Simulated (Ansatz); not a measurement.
Results of HSE06 in Ansatz (plane waves, PAW) for LaAlO₃ (R-3c, No. 167).

Numerical settings: plane-wave cutoff 460 eV, 6×6×6 k mesh, Fermi–Dirac smearing 0.01 eV, scalar-relativistic PAW data made under PBE.

Cell (measured lattice):

Space group R-3c, hexagonal axes (No. 167); a = 5.386 Å, b = 5.386 Å, c = 13.191 Å, α = 90.00°, β = 90.00°, γ = 120.00°

```tsv
atom	site	symmetry	x	y	z
La	6a	32	0.0000	0.0000	0.2500
Al	6b	-3.	0.0000	0.0000	0.0000
O	18e	.2	0.4884	0.4884	0.2500
```
(The calculation used a cell of 10 atoms; values per cell refer to that cell.)

Question: What does this level give for the band gap?

Answer: 
- band gap = 4.92 eV

Note: cell and atoms aren't relaxed at this level (largest force component 0.06 eV/Å, pressure -5.1 GPa).

Spin–orbit coupling is not included.

The computed numbers hold no vibrational or temperature effects.

Cost on a shared machine: very roughly 15 core-minutes.

Ansatz is a quantum-chemistry and plane-wave program.
